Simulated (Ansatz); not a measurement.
# Sn: a single-point run

Aim: a sound single-point run of Sn. The structure is shown as the input types it.

Program: Ansatz 0.2.0. Level of theory: density functional or hybrid calculation with the settings of its input, plane waves (as first typed). These are calculated values, not measurements.

1 further run of the same task is left out (it didn't finish).

**1. The structure to begin with**

The structure is cubic, space group Fd-3m (No. 227). Conventional cell: a = 6.569 Å, b = 6.569 Å, c = 6.569 Å, α = 90.00°, β = 90.00°, γ = 90.00°. Sn (site symmetry -43m) is surrounded by 4 Sn at 2.84 Å.

Structure file:

```cif
data_structure
_symmetry_space_group_name_H-M 'P 1'
_symmetry_Int_Tables_number 1
_cell_length_a 4.6449
_cell_length_b 4.6449
_cell_length_c 4.6449
_cell_angle_alpha 60.000
_cell_angle_beta 60.000
_cell_angle_gamma 60.000
_cell_volume 70.86
loop_
_atom_site_label
_atom_site_type_symbol
_atom_site_fract_x
_atom_site_fract_y
_atom_site_fract_z
_atom_site_occupancy
Sn1 Sn 0.00000 0.00000 0.00000 1
Sn2 Sn 0.25000 0.25000 0.25000 1
```

**2. Input and run**

File input.yaml:

```yaml
crystal:
  lattice:
    - [0.0, 3.2844597792, 3.2844597792]
    - [3.2844597792, 0.0, 3.2844597792]
    - [3.2844597792, 3.2844597792, 0.0]
  atoms:
    - { symbol: Sn, position: [0.0, 0.0, 0.0] }
    - { symbol: Sn, position: [0.25, 0.25, 0.25] }
kpoints:
  mp_grid: { grid: [4, 4, 4] }
hamiltonian:
  xc: pbe
scf:
  occupations: { method: fermi_dirac, width: 0.02 }
  n_extra_bands: 4
  convergence: { dr2_threshold: 0.0 }
  max_iter: 53
output:
  forces: true
  stress: true
  eigenvalues: true
```

Started as:

```
$ ansatz run input.yaml --threads 4 --pin off --max-ram 3686MiB --backend cpu --events-out ev --progress --plain --runs-dir out
```

**Question.** How will this run end, and is anything wrong with its input?

Nothing was computed: the input was turned down at the start. The line that matters: «invalid value for `scf.convergence.dr2_threshold`: must be finite and > 0; got 0 eV»

The suspect setting: scf.convergence.dr2_threshold is 0.0. The number typed is not permitted for that setting.

Remedy: delete scf.convergence.dr2_threshold (the default then holds).
